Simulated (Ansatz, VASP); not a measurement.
# HfO2: VASP beside Ansatz, part 2 of 2

Aim: how closely do two programs agree when they are given the same cell, functional and k mesh? The structure shown is the end of the Ansatz relaxation below.

VASP 6.6.1 and Ansatz 0.2.0.

So far: Set-up; Ansatz: relaxation, PBEsol.

### 3. VASP: single point, PBEsol

Level of this step: PBEsol; plane waves and PAW (Hf_pv, O) (VASP).

The same cell, functional, mesh and smearing now go to VASP, with its own data sets.

Lines of VASP's logs that name or quote its potential files are left out, and so is its time.

Input file INCAR:

```
SYSTEM = HfO2
PREC = Accurate
ENCUT = 600
EDIFF = 1E-06
NELM = 120
ISMEAR = -1
SIGMA = 0.02
LREAL = .FALSE.
ALGO = Normal
GGA = PS
NBANDS = 56
LASPH = .TRUE.
LORBIT = 11
LWAVE = .FALSE.
LCHARG = .FALSE.
ISIF = 2
GGA_COMPAT = .FALSE.
EFERMI = MIDGAP
KPAR = 2
```

Input file POSCAR:

```
HfO2
1.0
    5.1103079483      0.0000000000      0.0000000000
    0.0000000000      4.8458726169      0.0000000000
    0.0000000000      0.0000000000      4.7129559189
Hf O
4 8
Direct
    0.9661253656      0.7303422271      0.7741109798
    0.0338746344      0.2696577729      0.2741109798
    0.4661253656      0.2696577729      0.7741109798
    0.5338746344      0.7303422271      0.2741109798
    0.6011608471      0.8934652312      0.8448268742
    0.3988391529      0.1065347688      0.3448268742
    0.1011608471      0.1065347688      0.8448268742
    0.8988391529      0.8934652312      0.3448268742
    0.7516389131      0.4460690999      0.0250621458
    0.2483610869      0.5539309001      0.5250621458
    0.2516389131      0.5539309001      0.0250621458
    0.7483610869      0.4460690999      0.5250621458
```

Input file KPOINTS:

```
Automatic mesh
0
Gamma
6 6 6
0 0 0
```

Potentials, in the order of the species: Hf_pv and O (PBE family, release 64).

Launch:

```
$ mpirun -np 2 vasp_std
```

Numbers of over 12 decimals in the logs are rounded to 6 here.

Output:

```text
[banner, memory and clock lines left out]
running    2 mpi-ranks, on    1 nodes
 distrk:  each k-point on    1 cores,    2 groups
 distr:  one band on    1 cores,    1 groups

 POSCAR found type information on POSCAR HfO
 POSCAR found :  2 types and      12 ions
|                                                                             |
|               ----> ADVICE to this user running VASP <----                  |
|                                                                             |
|     You enforced a specific xc type in the INCAR file but a different       |
|     [... a line on the potential file left out ...]
|     I HOPE YOU KNOW WHAT YOU ARE DOING!                                     |
|                                                                             |

 LDA part: xc-table for (Slater+PW92), standard interpolation
 POSCAR, INCAR and KPOINTS ok, starting setup
 FFT: planning ... GRIDC
 FFT: planning ... GRID_SOFT
 FFT: planning ... GRID
 WAVECAR not read
 entering main loop
       N       E                     dE             d eps       ncg     rms          rms(c)
DAV:   1     0.606716996212E+03    0.60672E+03   -0.55404E+04  7168   0.180E+03
DAV:   2    -0.108833278531E+03   -0.71555E+03   -0.69418E+03  8880   0.443E+02
DAV:   3    -0.144414904399E+03   -0.35582E+02   -0.35433E+02  8432   0.883E+01
DAV:   4    -0.144836622687E+03   -0.42172E+00   -0.42105E+00  8936   0.103E+01
DAV:   5    -0.144841896749E+03   -0.52741E-02   -0.52727E-02  8536   0.107E+00    0.132E+02
DAV:   6    -0.126209862113E+03    0.18632E+02   -0.87479E+01  8048   0.399E+01    0.104E+02
DAV:   7    -0.125936854754E+03    0.27301E+00   -0.48048E+00  8752   0.108E+01    0.447E+01
DAV:   8    -0.125923904661E+03    0.12950E-01   -0.18118E-01  8784   0.250E+00    0.593E+00
DAV:   9    -0.125904051106E+03    0.19854E-01   -0.62952E-02  8168   0.130E+00    0.359E+00
DAV:  10    -0.125903552896E+03    0.49821E-03   -0.14519E-02  8504   0.598E-01    0.112E+00
DAV:  11    -0.125903217661E+03    0.33524E-03   -0.25214E-03  8328   0.255E-01    0.808E-02
DAV:  12    -0.125903238394E+03   -0.20733E-04   -0.13608E-04  8736   0.558E-02    0.846E-02
DAV:  13    -0.125903231651E+03    0.67427E-05   -0.26812E-05  8448   0.258E-02    0.389E-02
DAV:  14    -0.125903231415E+03    0.23590E-06   -0.30077E-06  6488   0.861E-03
   1 F= -.12590323E+03 E0= -.12590323E+03  d E =0.000000E+00
```

OUTCAR, selected parts (step 3):

```text
ion  position               nearest neighbor table
   1  0.966  0.730  0.774-   7 1.98  10 2.05   5 2.05  11 2.06   9 2.12  12 2.12   8 2.20   8 2.82
                             4 3.23   4 3.23   2 3.26   2 3.26   3 3.39   3 3.39   2 3.54   2 3.54
   2  0.034  0.270  0.274-   8 1.98   9 2.05   6 2.05  12 2.06  10 2.12  11 2.12   7 2.20   7 2.82
                             3 3.23   3 3.23   1 3.26   1 3.26   4 3.39   4 3.39   1 3.54   1 3.54
   3  0.466  0.270  0.774-   5 1.98  12 2.05   7 2.05   9 2.06  11 2.12  10 2.12   6 2.20   6 2.82
                             2 3.23   2 3.23   4 3.26   4 3.26   1 3.39   1 3.39   4 3.54   4 3.54
   4  0.534  0.730  0.274-   6 1.98  11 2.05   8 2.05  10 2.06  12 2.12   9 2.12   5 2.20   5 2.82
                             1 3.23   1 3.23   3 3.26   3 3.26   2 3.39   2 3.39   3 3.54   3 3.54
   5  0.601  0.893  0.845-   3 1.98   1 2.05   4 2.20   4 2.82
   6  0.399  0.107  0.345-   4 1.98   2 2.05   3 2.20   3 2.82
   7  0.101  0.107  0.845-   1 1.98   3 2.05   2 2.20   2 2.82
   8  0.899  0.893  0.345-   2 1.98   4 2.05   1 2.20   1 2.82
   9  0.752  0.446  0.025-   2 2.05   3 2.06   1 2.12   4 2.12
  10  0.248  0.554  0.525-   1 2.05   4 2.06   2 2.12   3 2.12
  11  0.252  0.554  0.025-   4 2.05   1 2.06   3 2.12   2 2.12
  12  0.748  0.446  0.525-   3 2.05   2 2.06   4 2.12   1 2.12

  LATTYP: Found a simple orthorhombic cell.
 ALAT       =     4.7129559189
 B/A-ratio  =     1.0282024064
 C/A-ratio  =     1.0843105763

 Subroutine GETGRP returns: Found  4 space group operations
 (whereof  1 operations were pure point group operations)

The static configuration has the point symmetry C_1 .
 The point group associated with its full space group is C_2v.

 Found     64 irreducible k-points:

   k-points           NKPTS =     64   k-points in BZ     NKDIM =     64   number of bands    NBANDS=     56

   dimension x,y,z NGX =    42 NGY =   40 NGZ =   40
   dimension x,y,z NGXF=    84 NGYF=   80 NGZF=   80

   ENCUT  =  600.0 eV  44.10 Ry    6.64 a.u.  10.21  9.68  9.41*2*pi/ulx,y,z

   NELECT =      88.0000    total number of electrons

 k-points in reciprocal lattice and weights: Automatic mesh
   0.00000000  0.00000000  0.00000000       0.005
   0.16666667  0.00000000  0.00000000       0.009
   0.33333333  0.00000000  0.00000000       0.009
   0.50000000  0.00000000  0.00000000       0.005
   0.00000000  0.16666667  0.00000000       0.009
   0.16666667  0.16666667  0.00000000       0.019
   0.33333333  0.16666667  0.00000000       0.019
   0.50000000  0.16666667  0.00000000       0.009
   0.00000000  0.33333333  0.00000000       0.009
[...]
0.33333333  0.50000000  0.50000000       0.009
   0.50000000  0.50000000  0.50000000       0.005

 average (electrostatic) potential at core
       1 -35.4728       2 -35.4728       3 -35.4728       4 -35.4728       5 -68.7914
       6 -68.7914       7 -68.7914       8 -68.7914       9 -69.1851      10 -69.1851
      11 -69.1851      12 -69.1851

 E-fermi :   6.7627

 k-point     1 :       0.0000    0.0000    0.0000
  band No.  band energies     occupation
    ...
     40       4.0523      2.00000
     41       4.0688      2.00000
     42       4.2310      2.00000
     43       4.3234      2.00000
     44       4.3583      2.00000
     45       9.9478      0.00000
     46       9.9516      0.00000
     47      10.0459      0.00000
     48      10.2390      0.00000
     49      10.8601      0.00000
    ...

 k-point     2 :       0.1667    0.0000    0.0000
  band No.  band energies     occupation
    ...
     40       3.9274      2.00000
     41       4.0444      2.00000
     42       4.0948      2.00000
     43       4.2831      2.00000
     44       4.3721      2.00000
     45       9.8711      0.00000
     46      10.0156      0.00000
     47      10.2580      0.00000
     48      10.2607      0.00000
     49      10.7267      0.00000
    ...

 k-point     3 :       0.3333    0.0000    0.0000
  band No.  band energies     occupation
    ...
     40       3.8048      2.00000
     41       3.9189      2.00000
     42       4.0155      2.00000
     43       4.3590      2.00000
     44       4.4068      2.00000
     45       9.8888      0.00000
     46      10.0393      0.00000
     47      10.3706      0.00000
     48      10.5336      0.00000
     49      10.5631      0.00000
    ...

  Total       18.6127160     18.9573719     19.0555428      0.0000000      0.0000000      0.0000000
  in kB      255.5099934    260.2413301    261.5889920      0.0000000      0.0000000      0.0000000
  external PRESSURE =     259.1134385 kB  Pullay stress =       0.0000000 kB

  energy-cutoff  :      600.00
  volume of cell :      116.71
      direct lattice vectors                 reciprocal lattice vectors
     5.110307948  0.000000000  0.000000000     0.195682924  0.000000000  0.000000000
     0.000000000  4.845872617  0.000000000     0.000000000  0.206361182  0.000000000
     0.000000000  0.000000000  4.712955919     0.000000000  0.000000000  0.212181064

 POSITION                                       TOTAL-FORCE (eV/Angst)
 -----------------------------------------------------------------------------------
      4.93720      3.53915      3.64835        -0.044427     -0.070966     -0.055179
      0.17311      1.30673      1.29187         0.044427      0.070966     -0.055179
      2.38204      1.30673      3.64835        -0.044427      0.070966     -0.055179
      2.72826      3.53915      1.29187         0.044427     -0.070966     -0.055179
      3.07212      4.32962      3.98163         0.072848      0.032965      0.035761
      2.03819      0.51625      1.62515        -0.072848     -0.032965      0.035761
      0.51696      0.51625      3.98163         0.072848     -0.032965      0.035761
      4.59334      4.32962      1.62515        -0.072848      0.032965      0.035761
      3.84111      2.16159      0.11812        -0.005412      0.042176      0.019419
      1.26920      2.68428      2.47459         0.005412     -0.042176      0.019419
      1.28595      2.68428      0.11812        -0.005412     -0.042176      0.019419
      3.82436      2.16159      2.47459         0.005412      0.042176      0.019419
 -----------------------------------------------------------------------------------
    total drift:                                0.000000     -0.000000     -0.000035

  FREE ENERGIE OF THE ION-ELECTRON SYSTEM (eV)
  ---------------------------------------------------
  free  energy   TOTEN  =      -125.9032314150 eV

  energy  without entropy=     -125.9032314150  energy(sigma->0) =     -125.90323141

 total charge
# of ion       s       p       d       tot
------------------------------------------
    1        0.344   6.767   1.677   8.789
    2        0.344   6.767   1.677   8.789
    3        0.344   6.767   1.677   8.789
    4        0.344   6.767   1.677   8.789
    5        1.557   3.561   0.000   5.119
    6        1.557   3.561   0.000   5.119
    7        1.557   3.561   0.000   5.119
    8        1.557   3.561   0.000   5.119
    9        1.559   3.619   0.000   5.178
   10        1.559   3.619   0.000   5.178
   11        1.559   3.619   0.000   5.178
   12        1.559   3.619   0.000   5.178
--------------------------------------------------
tot         13.843  55.791   6.708  76.342

[... 3 further parts left out ...]
```

The run ends at a pressure of 25.91 GPa, with forces up to 0.10 eV/Å.

### 4. Differences

Known differences besides the potentials themselves: the data sets hold 152 valence electrons in Ansatz (on its PAW soft_1 files) and 88 in VASP; Ansatz makes its cores anew for this functional, VASP keeps those of its PBE data sets; Ansatz's pressure holds a Pulay correction, VASP's none. Total energies have different zeros and are not compared.

The two programs side by side:

```csv
quantity,Ansatz,VASP,difference
pressure (GPa),30.00,25.91,+4.09
gap on the k mesh (eV),4.322,4.297,+0.025
```

Forces on 7 of the 12 atoms, those with the largest forces and the largest differences (eV/Å; atoms numbered as in POSCAR):

```csv
atom,"Ansatz x, y, z","VASP x, y, z"
Hf1,"0.001, 0.000, 0.000","-0.044, -0.071, -0.055"
Hf2,"-0.001, 0.000, 0.000","0.044, 0.071, -0.055"
Hf3,"0.001, 0.000, 0.000","-0.044, 0.071, -0.055"
Hf4,"-0.001, 0.000, 0.000","0.044, -0.071, -0.055"
O5,"-0.001, 0.001, 0.000","0.073, 0.033, 0.036"
O6,"0.001, -0.001, 0.000","-0.073, -0.033, 0.036"
O7,"-0.001, -0.001, 0.000","0.073, -0.033, 0.036"
```

The forces differ by 47 meV/Å r.m.s., where the r.m.s. force is 0.001 eV/Å in Ansatz and 0.047 eV/Å in VASP: the atoms lie near their places of rest in Ansatz, so a percentage would say little (all taken over all components). A gap on the mesh is an upper bound, since the band edges may lie between its points; neither run holds spin-orbit coupling, which can move the band edges of a compound of Hf.

### 5. Other set-ups

Further runs change the set-up of one program: Ansatz's method, potentials or start, or VASP's data sets, cutoff or form of LDA. The table gives Ansatz less VASP for each quantity, since a change that brings one quantity closer may part another.

```csv
run,r.m.s. force difference (meV/Å),pressure (GPa),gap on the k mesh (eV)
as above,47,4.1,0.025
VASP with the data sets Hf_sv and O,42,2.4,0.030
```

### 6. Results

```yaml
r_m_s_force_difference_single_point_pbesol: 47 meV/Å
difference_in_pressure_single_point_pbesol: 4.1 GPa
```

**Reading.** The difference in pressure is 4.1 GPa (single point, PBEsol), beyond the 1 GPa picked in this series as the mark of a large difference. The data sets hold unlike numbers of valence electrons (152 in Ansatz and 88 in VASP), so part of the differences comes from the potentials. By the marks of this series, far apart in the single point, PBEsol pair: the r.m.s. force difference, 47 meV/Å and the difference in pressure, 4.1 GPa. Single point, PBEsol, VASP with the data sets Hf_sv and O: the difference in pressure goes from 4.1 to 2.4 GPa. Such differences can come from data sets, numerical settings and the points named under the comparisons, not from the functional's error against experiment.

[Lines on the potential files, build, host, timing and source positions are cut from VASP's logs without a mark.]

[Logs are printed without paths, hosts, clocks, repeated set-up lines and the standing remarks that a program may print on its own settings, such as how far it seeks lower states.]

[Hosts, paths, dates, database ids (printed as entryN), source tags and the programs' standing remarks are cut or masked in the printed files.]
